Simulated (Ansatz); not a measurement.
# MoS2 in Ansatz: the effect of functional

Slab: MoS2, a slab with vacuum.

```
CELL_PARAMETERS angstrom
3.18454 0.00000 0.00000
-1.59227 2.75789 0.00000
0.00000 0.00000 21.67053
ATOMIC_POSITIONS crystal
Mo 0.33333 0.66667 0.85116
Mo 0.66667 0.33333 0.14884
S 0.66667 0.33333 0.77963
S 0.33333 0.66667 0.07725
S 0.66667 0.33333 0.92275
S 0.33333 0.66667 0.22037
```

Alike in all runs:

| Item | Value |
| --- | --- |
| Program | Ansatz 0.2.0 |
| Task | projected density of states |
| Potentials or basis | Ansatz PAW |
| k mesh | 10 × 10 × 2 |
| Occupations | fermi-dirac, width 0.05 eV |
| Spin | no spin polarisation |

```tsv
functional	cutoff	gap on the mesh (eV)	largest force (eV/Å)
LDA	420 eV (not typed: the program's choice for these potentials)	1.36	0.38
PBEsol	420 eV (not typed: the program's choice for these potentials)	1.38	0.13
r2SCAN	500 eV (not typed: the program's choice for these potentials)	?	?
```

Task: What does the run with functional r2SCAN give?

Result: gap on the mesh 1.46 eV; largest force 0.03 eV/Å.

Caveats: the PAW data sets come from PBE, with cores solved anew for the run's functional, which leaves a small shift of forces and pressure; the density of states is complete only up to the lowest level of the last band computed.

A k mesh can miss the band edges.
